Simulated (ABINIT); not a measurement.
# Ge (Fd-3m) in ABINIT: notebook, part 2 of 2

ABINIT 10.8.3 (patched build).

## Step 4: Relaxation of cell and atoms, PBEsol, target pressure 20 GPa, at which the enthalpy is minimised

File run.abi:

```
pp_dirpath "./"
pseudos "Ge.GGA_PBE-JTH.xml"

acell 7.5601949712 7.5601949712 7.5601949712
rprim
     0.0000000000     0.7071067812     0.7071067812
     0.7071067812     0.0000000000     0.7071067812
     0.7071067812     0.7071067812     0.0000000000
ntypat 1
znucl 32
natom 2
typat 1 1
xcart
     4.2433650000     4.2433650000     4.2433650000
     2.8289100000     2.8289100000     2.8289100000 Angstrom
chkprim 0
chksymtnons 0
tolsym 1.0e-6

ecut 598.650497 eV
pawecutdg 44.0
pawxcdev 0
pawovlp -1

kptopt 1
ngkpt 8 8 8
nshiftk 1
shiftk 0.0 0.0 0.0

ixc -116133

nband 18
occopt 3
tsmear 0.00183747

nstep 100
tolvrs 1.0e-9

iomode 3
prtwf 0
prtden 0
prteig 0
prtebands 0

ionmov 2
ntime 60
tolmxf 0.0002
optcell 2
dilatmx 1.08
ecutsm 0.5
strtarget 3*-6.797862e-04 3*0.0
```

Potentials or basis: JTH PAW PBE v2.0.

Launch:

```
$ abinit run.abi > log 2>&1
```

run.abo:

```text
.Version 10.8.3 of ABINIT
 Symmetries : space group Fd -3 m (#227); Bravais cF (face-center cubic)
================================================================================
 Values of the parameters that define the memory need of the present run
     intxc =       0    ionmov =       2      iscf =      17    lmnmax =      18
     lnmax =       6     mgfft =      36  mpssoang =       3    mqgrid =    3001
     natom =       2  nloc_mem =       2    nspden =       1   nspinor =       1
    nsppol =       1      nsym =      48    n1xccc =       1    ntypat =       1
    occopt =       3   xclevel =       2
       mpw =        1924          nfft =       46656          nkpt =          29
 PAW method is used; the additional fine FFT grid is defined by:
   mgfftf=        50    nfftf =    125000
================================================================================
================================================================================

--------------------------------------------------------------------------------
------------- Echo of variables that govern the present computation ------------
--------------------------------------------------------------------------------
 -outvars: echo values of preprocessed input variables --------
            acell      7.5601949712E+00  7.5601949712E+00  7.5601949712E+00 Bohr
              amu      7.26100000E+01
          chkprim           0
      chksymtnons           0
          dilatmx      1.08000000E+00
             ecut      2.20000000E+01 Hartree
           ecutsm      5.00000000E-01 Hartree
           ionmov           2
              ixc     -116133
         kptrlatt        8    0    0      0    8    0      0    0    8
          kptrlen      6.04815598E+01
            natom           2
            nband          18
            ngfft          36      36      36
          ngfftdg          50      50      50
             nkpt          29
            nstep         100
             nsym          48
            ntime          60
           ntypat           1
           occopt           3
          optcell           2
        pawecutdg      4.40000000E+01 Hartree
[... 610 lines left out ...]
 length scales=  7.123492664313  7.123492664313  7.123492664313 bohr
              =  3.769589977432  3.769589977432  3.769589977432 angstroms
 Fermi (or HOMO) energy (hartree) =   0.33910   Average Vxc (hartree)=  -0.37374
 Eigenvalues (hartree) for nkpt=  29  k points:
 kpt#   1, nband= 18, wtk=  0.00195, kpt=  0.0000  0.0000  0.0000 (reduced coord)
  -0.58793   -0.58793   -0.58793   -0.58598   -0.58598   -0.57379   -0.57379   -0.57379
  -0.57242   -0.57242   -0.19099    0.33584    0.33584    0.33584    0.39795    0.43049
   0.43049    0.43049
      occupation numbers for kpt#   1
   2.00000    2.00000    2.00000    2.00000    2.00000    2.00000    2.00000    2.00000
   2.00000    2.00000    2.00000    1.71039    1.71039    1.71039    0.00000    0.00000
   0.00000    0.00000
 prteigrs : prtvol=0 or 1, do not print more k-points.

--- !EnergyTerms
iteration_state     : {dtset: 1, itime: 5, icycle: 1, }
comment             : Components of total free energy in Hartree
kinetic             :  1.33764403485361E+01
hartree             :  4.10295086908603E+01
xc                  : -4.74764172417172E+00
Ewald energy        : -1.04804223806614E+02
psp_core            :  4.43946303440298E+00
local_psp           : -1.35619143102716E+02
PAW spherical_terms : -4.77397658923182E+00
internal            : -1.91099573148934E+02
'-kT*entropy'       : -2.07876961957590E-05
total_energy        : -1.91099593936630E+02
total_energy_eV     : -5.20008486205977E+03
...

--- !EnergyTermsDC
iteration_state     : {dtset: 1, itime: 5, icycle: 1, }
comment             : '"Double-counting" decomposition of free energy'
band_energy         : -1.07880460327639E+01
Ewald energy        : -1.04804223806614E+02
psp_core            :  4.43946303440298E+00
xc_dc               : -3.97636178332675E+01
PAW spherical_terms : -4.01831488320736E+01
internal            : -1.91099573470316E+02
'-kT*entropy'       : -2.07876961957590E-05
total_energy_dc     : -1.91099594258012E+02
total_energy_dc_eV  : -5.20008487080501E+03
...

--- !EnergyTermsWithPAWCore
iteration_state     : {dtset: 1, itime: 5, icycle: 1, }
comment             : 'Components of total free energy, including PAW core contributions'
Total energy        : -4.19493599710222E+03
Total energy DC     : -4.19493599742360E+03
Total energy (eV)   : -1.14150023694318E+05
Total energy DC (eV): -1.14150023703063E+05
...

 Cartesian components of stress tensor (hartree/bohr^3)
  sigma(1 1)= -6.78763351E-04  sigma(3 2)=  0.00000000E+00
  sigma(2 2)= -6.78763351E-04  sigma(3 1)=  0.00000000E+00
  sigma(3 3)= -6.78763351E-04  sigma(2 1)=  0.00000000E+00

-Cartesian components of stress tensor (GPa)         [Pressure=  1.9970E+01 GPa]
- sigma(1 1)= -1.99699072E+01  sigma(3 2)=  0.00000000E+00
- sigma(2 2)= -1.99699072E+01  sigma(3 1)=  0.00000000E+00
- sigma(3 3)= -1.99699072E+01  sigma(2 1)=  0.00000000E+00

== END DATASET(S) ==============================================================
================================================================================

 -outvars: echo values of variables after computation  --------
            acell      7.1234926643E+00  7.1234926643E+00  7.1234926643E+00 Bohr
           etotal     -1.9109959426E+02
            fcart     -5.3456577731E-29  2.0046216649E-29  6.0138649947E-29
                       5.3456577731E-29 -2.0046216649E-29 -6.0138649947E-29
            rprim      0.0000000000E+00  7.0710678119E-01  7.0710678119E-01
                       7.0710678119E-01  0.0000000000E+00  7.0710678119E-01
                       7.0710678119E-01  7.0710678119E-01  0.0000000000E+00
           strten     -6.7876335052E-04 -6.7876335052E-04 -6.7876335052E-04
                       0.0000000000E+00  0.0000000000E+00  0.0000000000E+00
           xangst      3.9982539552E+00  3.9982539552E+00  3.9982539552E+00
                       2.6655026375E+00  2.6655026375E+00  2.6655026375E+00
             xred      7.5000000041E-01  7.5000000041E-01  7.5000000041E-01
                       5.0000000041E-01  5.0000000041E-01  5.0000000041E-01
 Calculation completed.
```

It took 2 min on 1 thread of AMD EPYC 9R45 (Zen 5), shared host; peak memory 0.16 GiB.

What came out:

| Item | Value |
| --- | --- |
| Free energy | -5200.0849 eV |
| Relaxed volume | 18.94 Å³/atom |
| Relaxed cell | a = 3.770 Å, b = 3.770 Å, c = 3.770 Å, α = 60.00°, β = 60.00°, γ = 60.00° |
| Space group after relaxing (to 0.05 Å) | Fd-3m (No. 227) |
| Energy change on relaxing (the enthalpy is what falls) | +204.9 meV/atom |
| Ionic steps | 5 |
| Pressure after relaxing | 20.0 GPa |
| Band gap on the k mesh | 0.22 eV, indirect (least direct gap 1.69 eV) |

The path:
```
step  energy change (eV)  largest force (eV/Å)  pressure (GPa)  volume (Å³)
   1              0.0000                0.0000            0.79        45.28
   2              0.0492                0.0000            5.58        42.67
   3              0.5623                0.0000           24.71        36.78
   4              0.3916                0.0000           19.39        38.03
   5              0.4099                0.0000           19.97        37.88
```

Final structure:
```yaml
crystal:
  lattice:
    - [0.00000, 2.66550, 2.66550]
    - [2.66550, 0.00000, 2.66550]
    - [2.66550, 2.66550, 0.00000]
  atoms:
    - { symbol: Ge, position: [0.75000, 0.75000, 0.75000] }
    - { symbol: Ge, position: [0.50000, 0.50000, 0.50000] }
```

Caveat: the volume moved by over 15 % at a fixed basis, so the end points are rough; the PAW data sets were made with another functional, which shifts forces and pressure a little; the atomic spheres overlap. A k mesh can miss the band edges.

## Step 5: Overview

| cell | gap on the mesh (eV) | pressure (GPa) |
| --- | --- | --- |
| relaxed | none | 0.0 |
| relaxed to 10 GPa | 0.35 | 10.0 |
| relaxed to 20 GPa | 0.22 | 20.0 |

Alike in all rows: task relaxation of cell and atoms; level PBEsol; potentials or basis JTH PAW PBE v2.0; no spin polarisation; k mesh 8 × 8 × 8; cutoff (eV) 599; smearing fermi-dirac 0.05 eV.

Caveats: the PAW data sets were made with another functional, which shifts forces and pressure a little; the atomic spheres overlap (some runs); the volume moved by over 15 % at a fixed basis, so the end points are rough (some runs).

Total energies depend on the potentials used, so only differences within one code and one set of settings carry meaning.

## Step 6: Comparison with measurements

Step 2. The cell as given is a measured one (22.64 Å³/atom); PBEsol puts the equilibrium volume +1.2 % from it, thermal expansion not counted.
